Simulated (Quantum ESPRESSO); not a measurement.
Write an ASE script for Quantum ESPRESSO 7.5 that does the following.

```yaml
Task: single point
Functional: PBEsol
Potentials_or_basis: GBRV 1.5 PBEsol
Cutoff: 762 eV
Density_cutoff: 6095 eV
k_mesh: 9 × 9 × 5
Occupations: fermi-dirac, width 0.05 eV
Spin: no spin polarisation
Mixing_beta: 0.5
Most_SCF_iterations: 120
SCF_threshold: 4e-10 Ry
```

The structure of In lies in In.cif:

```cif
data_In
_cell_length_a 3.33548478
_cell_length_b 3.33548478
_cell_length_c 5.50914292
_cell_angle_alpha 90.00000000
_cell_angle_beta 90.00000000
_cell_angle_gamma 120.00000000
_space_group_name_H-M_alt 'P6_3/mmc'
_space_group_name_Hall '-P 6c 2c'
_space_group_IT_number 194
loop_
_space_group_symop_operation_xyz
'x,y,z'
'-x,-y,-z'
'x-y,x,z+1/2'
'-x+y,-x,-z+1/2'
'-y,x-y,z'
'y,-x+y,-z'
'-x,-y,z+1/2'
'x,y,-z+1/2'
'-x+y,-x,z'
'x-y,x,-z'
'y,-x+y,z+1/2'
'-y,x-y,-z+1/2'
'-y,-x,-z+1/2'
'y,x,z+1/2'
'-x,-x+y,-z'
'x,x-y,z'
'-x+y,y,-z+1/2'
'x-y,-y,z+1/2'
'y,x,-z'
'-y,-x,z'
'x,x-y,-z+1/2'
'-x,-x+y,z+1/2'
'x-y,-y,-z'
'-x+y,y,z'
loop_
_atom_site_label
_atom_site_type_symbol
_atom_site_symmetry_multiplicity
_atom_site_Wyckoff_symbol
_atom_site_fract_x
_atom_site_fract_y
_atom_site_fract_z
_atom_site_occupancy
In1 In 2 c 0.6666666667 0.3333333333 0.7500000000 1
```

This isn't the form of In at room conditions, which is tetragonal.

The input as run:

run.py

```python
import numpy as np
from ase.calculators.espresso import Espresso, EspressoProfile
import spglib
from ase import Atoms
from ase.io import read

atoms = read('In.cif')
cell, pos, num = spglib.standardize_cell((atoms.cell[:], atoms.get_scaled_positions(), atoms.numbers), to_primitive=True, symprec=1e-4)
atoms = Atoms(numbers=num, cell=cell, scaled_positions=pos, pbc=True)

input_data = {
    'control': {'calculation': 'scf', 'prefix': 'pwscf', 'outdir': './tmp', 'tprnfor': True, 'tstress': True, 'disk_io': 'nowf'},
    'system': {'ecutwfc': 56.0, 'ecutrho': 448.0, 'nbnd': 20, 'occupations': 'smearing', 'smearing': 'fd', 'degauss': 0.00367493},
    'electrons': {'conv_thr': 4e-10, 'electron_maxstep': 120, 'mixing_beta': 0.5},
}
pseudopotentials = {'In': 'in_pbesol_v1.4.uspp.F.UPF'}
profile = EspressoProfile(command='mpirun -n 2 pw.x -nk 2', pseudo_dir='pseudo')
dft = Espresso(profile=profile, input_data=input_data, pseudopotentials=pseudopotentials, kpts=(9, 9, 5), koffset=(0, 0, 0))
atoms.calc = dft

print(f'energy {atoms.get_potential_energy():.8f} eV')
print('forces (eV/A)')
print(np.round(atoms.get_forces(), 6))
print('stress (eV/A^3, Voigt)')
print(np.round(atoms.get_stress(), 8))
print(f'Fermi level {dft.get_fermi_level():.4f} eV')
```

Potentials or basis: GBRV 1.5 PBEsol.

Command:

```bash
$ OMP_NUM_THREADS=1 python run.py
```

It gave:

- Pressure: -1.6 GPa
- Band gap on the k mesh: none (metal or under the smearing width)

Wall time 14 s on 2 MPI ranks on Arm Neoverse V2, with other jobs on the host, peak memory 0.32 GiB a rank.
